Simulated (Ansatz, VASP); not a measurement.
NaH in VASP and in Ansatz

INCAR

```
SYSTEM = NaH
PREC     = Accurate       ! precision mode
ENCUT    = 520            ! plane-wave cutoff, eV
EDIFF    = 1E-6           ! SCF threshold, eV
ISMEAR   = 0              ! smearing method
SIGMA    = 0.01           ! smearing width, eV
LREAL    = .False.        ! projectors in reciprocal space
LASPH    = .True.         ! aspherical terms in the spheres
NELM     = 80             ! most SCF steps
ALGO     = Normal         ! electronic algorithm
ISIF     = 2              ! what is computed and relaxed
LWAVE    = .False.        ! write WAVECAR
LCHARG   = .False.        ! write CHGCAR
GGA      = PS             ! functional
NBANDS   = 11             ! bands
```

KPOINTS

```
regular mesh
0
Gamma
  8 8 8
  0 0 0
```

POSCAR

```
NaH
1.0
    2.9323912064      0.0000000000      0.0000000000
    0.0000000000      2.9323912064      0.0000000000
    0.0000000000      0.0000000000      2.9323912064
Na H
1 1
Direct
    0.0000000000      0.0000000000      0.0000000000
    0.5000000000      0.5000000000      0.5000000000
```

Input for Ansatz:

```yaml
crystal:
  lattice:
    - [2.9323912064, 0.0, 0.0]
    - [0.0, 2.9323912064, 0.0]
    - [0.0, 0.0, 2.9323912064]
  atoms:
    - { symbol: Na, position: [0.0, 0.0, 0.0] }
    - { symbol: H, position: [0.5, 0.5, 0.5] }
kpoints:
  mp_grid: { grid: [8, 8, 8] }
hamiltonian:
  xc: pbesol
scf:
  occupations: { method: fixed }
output:
  optics:
    e_range: [0, 6]
    de: 0.05
    sigma: 0.4
    scissors: 1.0
    scheme: fermi_dirac
    bands: auto
  write_density: true
  write_potential: true
  elf: true
  volumetric_format: npy
```

Alike in both runs: task single point; functional PBEsol; k mesh 8 × 8 × 8; no spin polarisation.

|  | VASP | Ansatz |
| --- | --- | --- |
| version | VASP 6.6.1 | Ansatz 0.2.0 |
| potentials or method | VASP PAW PBE potentials, release 64 (Na_pv, H) | plane waves, PAW |
| plane-wave cutoff (eV) | 520 | 420 |
| occupations | gaussian, width 0.01 eV | fixed |
| valence electrons in the cell | 8 | 10 |

|  | VASP | Ansatz | Ansatz less VASP |
| --- | --- | --- | --- |
| gap on the k mesh at the Fermi level (eV) | 0.80 | 0.80 | +0.002 |

The two sets of potentials don't hold the same shells in valence.

 Expect the measured gap to be larger: semilocal functionals such as PBEsol lack the derivative discontinuity. A k mesh can miss the band edges.
